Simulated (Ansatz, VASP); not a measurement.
Two plane-wave programs on TiO2

The input POSCAR:

```
TiO2
1.0
    3.0107780000      1.7382740000      4.7603660000
   -3.0107780000      1.7382740000      4.7603660000
    0.0000000000     -3.4765470000      4.7603660000
Ti O
4 8
Direct
    0.2423480000      0.2423480000      0.2423480000
    0.0992370000      0.6310360000      0.6310360000
    0.6310360000      0.0992370000      0.6310360000
    0.6310360000      0.6310360000      0.0992370000
    0.3654060000      0.3654060000      0.8701710000
    0.3654060000      0.8701710000      0.3654060000
    0.8701710000      0.3654060000      0.3654060000
    0.3822610000      0.3822610000      0.3822610000
    0.8652470000      0.8652470000      0.8652470000
    0.4230510000      0.8736760000      0.8736760000
    0.8736760000      0.4230510000      0.8736760000
    0.8736760000      0.8736760000      0.4230510000
```

The input INCAR.step1:

```
SYSTEM = TiO2
PREC     = Accurate       ! precision mode
ENCUT    = 520            ! plane-wave cutoff, eV
ISMEAR   = 0              ! smearing method
SIGMA    = 0.01           ! smearing width, eV
LREAL    = .False.        ! projectors in reciprocal space
LASPH    = .True.         ! aspherical terms in the spheres
NELM     = 100            ! most SCF steps
NBANDS   = 60             ! bands
GGA      = PE             ! functional
ALGO     = Normal         ! electronic algorithm
EDIFF    = 1E-4           ! SCF threshold, eV
LWAVE    = .True.         ! write WAVECAR
LCHARG   = .False.        ! write CHGCAR
```

Contents of INCAR.step2:

```
SYSTEM = TiO2
PREC     = Accurate       ! precision mode
ENCUT    = 520            ! plane-wave cutoff, eV
EDIFF    = 1E-6           ! SCF threshold, eV
ISMEAR   = 0              ! smearing method
SIGMA    = 0.01           ! smearing width, eV
LREAL    = .False.        ! projectors in reciprocal space
LASPH    = .True.         ! aspherical terms in the spheres
NELM     = 100            ! most SCF steps
ALGO     = Normal         ! electronic algorithm
ISIF     = 2              ! what is computed and relaxed
LWAVE    = .False.        ! write WAVECAR
LCHARG   = .True.         ! write CHGCAR
METAGGA  = R2SCAN         ! meta-GGA
LMIXTAU  = .True.       
LELF     = .True.         ! ELF
LVHAR    = .True.       
NBANDS   = 60             ! bands
ISTART   = 1
```

File KPOINTS:

```
regular mesh
0
Gamma
  3 3 3
  0 0 0
```

Input for Ansatz:

```yaml
crystal:
  lattice:
    - [3.010778, 1.738274, 4.760366]
    - [-3.010778, 1.738274, 4.760366]
    - [0.0, -3.476547, 4.760366]
  atoms:
    - { symbol: Ti, position: [0.24234800000000004, 0.242348, 0.242348] }
    - { symbol: Ti, position: [0.099237, 0.631036, 0.631036] }
    - { symbol: Ti, position: [0.631036, 0.099237, 0.631036] }
    - { symbol: Ti, position: [0.631036, 0.631036, 0.099237] }
    - { symbol: O, position: [0.365406, 0.365406, 0.870171] }
    - { symbol: O, position: [0.365406, 0.870171, 0.365406] }
    - { symbol: O, position: [0.870171, 0.36540600000000006, 0.36540600000000006] }
    - { symbol: O, position: [0.382261, 0.382261, 0.382261] }
    - { symbol: O, position: [0.865247, 0.865247, 0.865247] }
    - { symbol: O, position: [0.42305100000000007, 0.873676, 0.873676] }
    - { symbol: O, position: [0.873676, 0.423051, 0.873676] }
    - { symbol: O, position: [0.873676, 0.873676, 0.423051] }
basis:
  ecutwfc: 503.410645550778
kpoints:
  mp_grid:
    grid: [3, 3, 3]
hamiltonian:
  xc: r2scan
scf:
  occupations:
    method: fixed
output:
  write_density: true
  dos:
    de: 0.05
    projected: true
  forces: true
  eigenvalues: true
```

Measurements of this composition are mostly on another form, of space group No. 141.

Alike in both runs: task single point; functional r2SCAN; k mesh 3 × 3 × 3; no spin polarisation.

|  | VASP | Ansatz |
| --- | --- | --- |
| version | VASP 6.6.1 | Ansatz 0.2.0 |
| potentials or method | VASP PAW PBE potentials, release 64 (Ti_sv, O) | plane waves, PAW |
| plane-wave cutoff (eV) | 520 | 503 |
| occupations | gaussian, width 0.01 eV | fixed |
| valence electrons in the cell | 96 | 96 |

```csv
,VASP,Ansatz,Ansatz less VASP
gap on the k mesh at the Fermi level (eV),2.88,2.88,-0.007
rms of the force components (eV/Å),0.150,0.236,+0.0860
```

Atom by atom the forces differ by 0.101 eV/Å (rms over components).

Caveats: the k mesh is coarse (spacing up to 0.43 Å⁻¹), so the values aren't converged; the PAW data sets were made with another functional, which shifts forces and pressure a little (VASP); an odd mesh through Γ misses points on the zone boundary, where band edges often lie. r2SCAN opens gaps a little over a GGA but as a rule still falls short of measured ones.
